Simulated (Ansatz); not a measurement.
Crystal: Gd.

```xyz
1
Lattice="-2.0250 2.0250 2.0250 2.0250 -2.0250 2.0250 2.0250 2.0250 -2.0250" Properties=species:S:1:pos:R:3 pbc="T T T"
Gd    0.0000    0.0000    0.0000
```

This isn't the form of Gd at room conditions, which is hcp.

Base run:

```yaml
Program: Ansatz 0.2.0
Functional: r2SCAN
Potentials_or_basis: Ansatz PAW
Cutoff: "500 eV (not typed: the program's choice for these potentials)"
k_mesh: 7 × 7 × 7
Occupations: fermi-dirac, width 0.05 eV
Spin: collinear spin, ferromagnetic start
Starting_moments: "[7.0] μB"
```

Its results: band gap on the k mesh none (metal or under the smearing width); pressure 0.7 GPa; net moment 7.89 μB per cell; site moments Gd +7.51 μB.

**Question.** The run is repeated on the same cell with these changes: functional from r2SCAN to PBE; cutoff from 500 eV (not typed: the program's choice for these potentials) to 420 eV (not typed: the program's choice for these potentials). What comes out?

**Answer.** Band gap on the k mesh none (metal or under the smearing width); pressure -0.1 GPa; net moment 7.62 μB per cell; site moments Gd +7.33 μB.

Caveats: spin-orbit coupling is left out, which moves the levels of the heavy elements; the magnetic or orbital state may not be the lowest (some runs); the PAW data sets come from PBE, with cores solved anew for the run's functional, which leaves a small shift of forces and pressure (some runs).
